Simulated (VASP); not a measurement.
# AlN (P6_3mc) in VASP: a series of runs

Runs on AlN. Level: PBE. Tasks: relaxation of cell and atoms.

All numbers are computed with VASP 6.6.1; they aren't measurements. Logs are shortened: lines on timing, memory, paths and dates and some standing lists are left out, and cuts for length are marked.

## Step 1: The crystal as given

The structure is hexagonal, space group P6_3mc (No. 186). Conventional cell: a = 3.113 Å, b = 3.113 Å, c = 4.981 Å, α = 90.00°, β = 90.00°, γ = 120.00°. Al (site symmetry 3m) is surrounded by 4 N at 1.89 Å. N (site symmetry 3m) is surrounded by 4 Al at 1.89 Å.

## Step 2: Relaxation of cell and atoms, PBE

Contents of INCAR:

```
PREC = Accurate ; ENCUT = 600
EDIFF = 1E-6 ; ISMEAR = 0
SIGMA = 0.03 ; LREAL = F
LASPH = T ; NELM = 80
ALGO = Normal ; ISIF = 3
LWAVE = F ; LCHARG = F
GGA = PE ; IBRION = 2
NSW = 90 ; EDIFFG = -0.01
KPAR = 2
```

Contents of KPOINTS:

```
regular mesh
0
Gamma
  12 12 6
```

Contents of POSCAR:

```
AlN
1.0
    3.1130000000      0.0000000000      0.0000000000
   -1.5565000000      2.6959370800      0.0000000000
    0.0000000000      0.0000000000      4.9810000000
Al N
2 2
Direct
    0.3333333300      0.6666666700      0.0000000000
    0.6666666700      0.3333333300      0.5000000000
    0.3333333300      0.6666666700      0.3800000000
    0.6666666700      0.3333333300      0.8800000000
```

Potentials or basis: VASP PAW PBE potentials, release 64 (Al, N).

Launch:

```console
cat potpaw_PBE.64/Al/POTCAR potpaw_PBE.64/N/POTCAR > POTCAR
mpirun -np 2 vasp_std > vasp.out
```

OUTCAR:

```text
PREC = Accurate
   ENCUT = 600
   EDIFF = 1E-6
   ISMEAR = 0
   LREAL = F
   LASPH = T
   NELM = 80
   ISIF = 3
   GGA = PE
   IBRION = 2
   NSW = 90
   EDIFFG = -0.01

 ion  position               nearest neighbor table
   1  0.333  0.667  0.000-   3 1.89   4 1.89   4 1.89   4 1.89   2 3.07   2 3.07   2 3.07   2 3.07
                             2 3.07   2 3.07
   2  0.667  0.333  0.500-   4 1.89   3 1.89   3 1.89   3 1.89   1 3.07   1 3.07   1 3.07   1 3.07
                             1 3.07   1 3.07
   3  0.333  0.667  0.380-   1 1.89   2 1.89   2 1.89   2 1.89
   4  0.667  0.333  0.880-   2 1.89   1 1.89   1 1.89   1 1.89

  LATTYP: Found a hexagonal cell.
 ALAT       =     3.1130000000
 C/A-ratio  =     1.6000642467

  Lattice vectors:

 A1 = (   3.1130000000,   0.0000000000,   0.0000000000)
 A2 = (  -1.5565000000,   2.6959370800,   0.0000000000)
 A3 = (   0.0000000000,   0.0000000000,   4.9810000000)

Analysis of symmetry for initial positions (statically):
=====================================================================
 Subroutine PRICEL returns:
 Original cell was already a primitive cell.

 Routine SETGRP: Setting up the symmetry group for a
 hexagonal supercell.

 Subroutine GETGRP returns: Found 12 space group operations
 (whereof  6 operations were pure point group operations)
 out of a pool of 24 trial point group operations.

The static configuration has the point symmetry C_3v.
 The point group associated with its full space group is C_6v.

Analysis of symmetry for dynamics (positions and initial velocities):
=====================================================================
 Subroutine PRICEL returns:
 Original cell was already a primitive cell.

 Routine SETGRP: Setting up the symmetry group for a
 hexagonal supercell.

 Subroutine GETGRP returns: Found 12 space group operations
 (whereof  6 operations were pure point group operations)
 out of a pool of 24 trial point group operations.

The dynamic configuration has the point symmetry C_3v.
 The point group associated with its full space group is C_6v.

 Subroutine INISYM returns: Found 12 space group operations
 (whereof  6 operations are pure point group operations),
 and found     1 'primitive' translations

----------------------------------------------------------------------------------------

                                     Primitive cell

  volume of cell :      41.8028

  direct lattice vectors                    reciprocal lattice vectors
     3.113000000  0.000000000  0.000000000     0.321233537  0.185464269  0.000000000
    -1.556500000  2.695937080  0.000000000     0.000000000  0.370928538  0.000000000
     0.000000000  0.000000000  4.981000000     0.000000000  0.000000000  0.200762899

  length of vectors
     3.113000000  3.112999998  4.981000000     0.370928538  0.370928538  0.200762899

  position of ions in fractional coordinates (direct lattice)
     0.333333330  0.666666670  0.000000000
     0.666666670  0.333333330  0.500000000
     0.333333330  0.666666670  0.380000000
     0.666666670  0.333333330  0.880000000

  ion indices of the primitive-cell ions
   primitive index   ion index
                 1           1
                 2           2
                 3           3
                 4           4

----------------------------------------------------------------------------------------

 KPOINTS: regular mesh

Automatic generation of k-mesh.
 Grid dimensions read from file:
 generate k-points for:   12   12    6

 Generating k-lattice:

  Cartesian coordinates                     Fractional coordinates (reciprocal lattice)
     0.026769461  0.015455356  0.000000000     0.083333333 -0.000000000  0.000000000
     0.000000000  0.030910712  0.000000000     0.000000000  0.083333333  0.000000000
     0.000000000  0.000000000  0.033460483     0.000000000  0.000000000  0.166666667

  Length of vectors
     0.030910711  0.030910712  0.033460483

  Shift w.r.t. Gamma in fractional coordinates (k-lattice)
     0.000000000  0.000000000  0.000000000

 Subroutine IBZKPT returns following result:
 ===========================================

 Found     76 irreducible k-points:

 Following reciprocal coordinates:
            Coordinates               Weight
  0.000000  0.000000  0.000000      1.000000
  0.083333  0.000000  0.000000      6.000000
  0.166667  0.000000  0.000000      6.000000
  0.250000  0.000000  0.000000      6.000000
  0.333333  0.000000  0.000000      6.000000
  0.416667  0.000000  0.000000      6.000000
[... 16 lines left out ...]
  0.250000  0.000000  0.166667     12.000000
  0.333333  0.000000  0.166667     12.000000
 [... further k-points ...]
   k-points           NKPTS =     76   k-points in BZ     NKDIM =     76   number of bands    NBANDS=     12
   number of dos      NEDOS =    301   number of ions     NIONS =      4
   total plane-waves  NPLWV =  31360
   dimension x,y,z NGX =    28 NGY =   28 NGZ =   40
   dimension x,y,z NGXF=    56 NGYF=   56 NGZF=   80
   ions per type =               2   2
   NGX,Y,Z   is equivalent  to a cutoff of  14.95, 14.95, 13.35 a.u.
   NGXF,Y,Z  is equivalent  to a cutoff of  29.91, 29.91, 26.70 a.u.
 SYSTEM =  unknown system
   PREC   = accura    normal or accurate (medium, high low for compatibility)
   ISTART =      0    job   : 0-new  1-cont  2-samecut
   ICHARG =      2    charge: 1-file 2-atom 10-const
   ISPIN  =      1    spin polarized calculation?
   LNONCOLLINEAR =      F non collinear calculations
   LSORBIT =      F    spin-orbit coupling
   LASPH  =      T    aspherical Exc in radial PAW
   ENCUT  =  600.0 eV  44.10 Ry    6.64 a.u.   6.22  6.22  9.95*2*pi/ulx,y,z
   NELM   =     80;   NELMIN=  2; NELMDL= -5     # of ELM steps
   EDIFF  = 0.1E-05   stopping-criterion for ELM
   LREAL  =      F    real-space projection
   EDIFFG = -.1E-01   stopping-criterion for IOM
   NSW    =     90    number of steps for IOM
   IBRION =      2    ionic relax: 0-MD 1-quasi-New 2-CG
   NFREE  =      1    steps in history (QN), initial steepest desc. (CG)
   ISIF   =      3    stress and relaxation
   ISYM   =      2    0-nonsym 1-usesym 2-fastsym
   POTIM  = 0.5000    time-step for ionic-motion
   TEBEG  =    0.0;   TEEND  =   0.0 temperature during run
   PSTRESS=    0.0 pullay stress
   NELECT =      16.0000    total number of electrons
   NUPDOWN=      -1.0000    fix difference up-down
   EMIN   =  10.00;   EMAX   =-10.00  energy-range for DOS
   EFERMI =   0.00;   METHOD = LEGACY
   ISMEAR =     0;   SIGMA  =   0.03  broadening in eV -4-tet -1-fermi 0-gaus
   EFERMI_NEDOS =   21; number of points for ismear=-14 and -15
   IALGO  =     38    algorithm
   IMIX   =      4    mixing-type and parameters
     AMIX     =   0.40;   BMIX     =  1.00
     AMIX_MAG =   1.60;   BMIX_MAG =  1.00
  volume/ion in A,a.u.               =      10.45        70.52
  Fermi-wavevector in a.u.,A,eV,Ry     =   1.188629  2.246183 19.222843  1.412839
  Thomas-Fermi vector in A             =   2.324754
   LORBIT       =      0    0 simple, 1 ext, 2 COOP (PROOUT), +10 PAW based schemes
   GGA     = PE    functional components
   LHFCALC =     F    Hartree Fock is set to
   AEXX    =    0.0000 exact exchange contribution
   IVDW    =     0    specifies the selected vdW correction
   LEPSILON=     F    determine dielectric tensor
   LRPA    =     F    only Hartree local field effects (RPA)
 conjugate gradient relaxation of ions
 non-spin polarized calculation
 Gauss-broadening in eV      SIGMA  =   0.03
  energy-cutoff  :      600.00
  volume of cell :       41.80
 maximum number of plane-waves:      1412
 NGX is ok and might be reduce to    28
   NGX = 13   NGY = 13   NGZ = 19

--------------------------------------- Ionic step        1  -------------------------------------------

 number of electron      16.0000000 magnetization

 Free energy of the ion-electron system (eV)
  ---------------------------------------------------
  ext. energy  EPLUGINS =         0.00000000
  ---------------------------------------------------
  free energy    TOTEN  =       -29.77433057 eV

  energy without entropy =      -29.77433057  energy(sigma->0) =      -29.77433057

------------------------ aborting loop because EDIFF is reached ----------------------------------------

  FORCE on cell =-STRESS in cart. coord.  units (eV):
  Direction    XX          YY          ZZ          XY          YZ          ZX
  --------------------------------------------------------------------------------------
  -------------------------------------------------------------------------------------
  Total        0.7297040      0.7297040      1.1617999      0.0000000      0.0000000     -0.0000000
  in kB       27.9673882     27.9673882     44.5283406      0.0000000      0.0000000     -0.0000000
  external PRESSURE =      33.4877056 kB  Pullay stress =       0.0000000 kB
[... 61 lines left out ...]
  energy  without entropy=      -29.7760738819  energy(sigma->0) =      -29.77607388

--------------------------------------- Ionic step        3  -------------------------------------------

 number of electron      15.9999999 magnetization

 Free energy of the ion-electron system (eV)
  ---------------------------------------------------
  ext. energy  EPLUGINS =         0.00000000
  ---------------------------------------------------
  free energy    TOTEN  =       -29.78264085 eV

  energy without entropy =      -29.78264085  energy(sigma->0) =      -29.78264085

 E-fermi :   6.1764     XC(G=0): -10.8355

 val. band max:        5.9763197534   @ k =   0.0000   0.0000   0.0000
 cond. band min:      10.0414951774   @ k =   0.0000   0.0000   0.0000
 fundamental gap:      4.0651754240
 Fermi energy:         6.1764166615

 k-point     1 :       0.0000    0.0000    0.0000
  band No.  band energies     occupation
      1      -9.0972      2.00000
      2      -7.0120      2.00000
      3       0.0645      2.00000
      4       5.1407      2.00000
      5       5.1407      2.00000
      6       5.7815      2.00000
      7       5.7815      2.00000
      8       5.9763      2.00000
      9      10.0415      0.00000
     10      12.5146      0.00000
     11      16.4474      0.00000
     12      17.0311      0.00000
[... 331 lines left out ...]
 k-point    24 :       0.3333    0.0000    0.1667
  band No.  band energies     occupation
      1      -7.8018      2.00000
      2      -6.6084      2.00000
      3       1.1357      2.00000
      4       2.0826      2.00000
      5       2.6843      2.00000
      6       4.2440      2.00000
      7       5.1987      2.00000
      8       5.3368      2.00000
      9      11.7675      0.00000
     10      12.5857      0.00000
     11      14.3396      0.00000
     12      16.0287      0.00000

 [... further k-points ...]

------------------------ aborting loop because EDIFF is reached ----------------------------------------

  FORCE on cell =-STRESS in cart. coord.  units (eV):
  Direction    XX          YY          ZZ          XY          YZ          ZX
  --------------------------------------------------------------------------------------
  -------------------------------------------------------------------------------------
  Total        0.0186784      0.0186784     -0.0196717      0.0000000      0.0000000     -0.0000000
  in kB        0.7041706      0.7041706     -0.7416167      0.0000000      0.0000000     -0.0000000
  external PRESSURE =       0.2222415 kB  Pullay stress =       0.0000000 kB
[... 19 lines left out ...]
  FREE ENERGIE OF THE ION-ELECTRON SYSTEM (eV)
  ---------------------------------------------------
  free  energy   TOTEN  =       -29.7826408514 eV

  energy  without entropy=      -29.7826408514  energy(sigma->0) =      -29.78264085

 reached required accuracy - stopping structural energy minimisation
```

It took 62 s on 2 MPI ranks of Intel Xeon Platinum 8259CL at 2.50GHz (Skylake/Cascade Lake), shared host; peak memory 0.19 GiB.

Results:

```yaml
Free_energy: -29.7826 eV
Relaxed_volume: 10.62 Å³/atom
Relaxed_cell: a = 3.127 Å, b = 3.127 Å, c = 5.018 Å, α = 90.00°, β = 90.00°, γ = 120.00°
Space_group_after_relaxing_to_0.05_Å: P6_3mc (No. 186)
Energy_gained_by_relaxing: 2.1 meV/atom
Ionic_steps: 3
Pressure_after_relaxing: 0.0 GPa
Largest_force_after_relaxing: 0.004 eV/Å
Band_gap_on_the_k_mesh: 4.07 eV, direct
```

Forces in eV/Å, atoms in the order of the input:
```
Al   0.000  0.000 -0.004
Al   0.000  0.000 -0.004
N    0.000  0.000  0.004
N    0.000  0.000  0.004
```

Stress tensor (GPa, compression positive):
```
 0.07  0.00  0.00
 0.00  0.07  0.00
 0.00  0.00 -0.07
```

Step by step:
| step | energy change (eV) | largest force (eV/Å) | pressure (GPa) | volume (Å³) |
| --- | --- | --- | --- | --- |
| 1 | 0.0000 | 0.1289 | 3.35 | 41.80 |
| 2 | -0.0017 | 0.0910 | -2.80 | 43.14 |
| 3 | -0.0083 | 0.0042 | 0.02 | 42.50 |

Final structure:
```
Al N
1.0
     3.12734    0.00000    0.00000
    -1.56367    2.70836    0.00000
     0.00000    0.00000    5.01754
Al N
2 2
Direct
  0.33333 0.66667 0.99934
  0.66667 0.33333 0.49934
  0.33333 0.66667 0.38066
  0.66667 0.33333 0.88066
```

Levels at points of the mesh, in eV from the valence-band top:
| k point | band 6 | band 7 | band 8 | band 9 | band 10 | band 11 |
| --- | --- | --- | --- | --- | --- | --- |
| (0.00, 0.00, 0.00) | -0.19 | -0.19 | 0.00 | 4.07 | 6.54 | 10.47 |
| (0.50, 0.00, 0.00) | -2.05 | -1.74 | -0.68 | 5.77 | 5.78 | 8.05 |
| (0.00, 0.00, 0.50) | -0.52 | -0.52 | -0.52 | 6.33 | 6.33 | 10.18 |
| (0.50, 0.00, 0.50) | -1.43 | -1.34 | -1.34 | 5.25 | 5.25 | 9.16 |

A k mesh can miss the band edges. PBE usually gives volumes a little too large and moduli too small.

(Continued in part 2 of 2.)
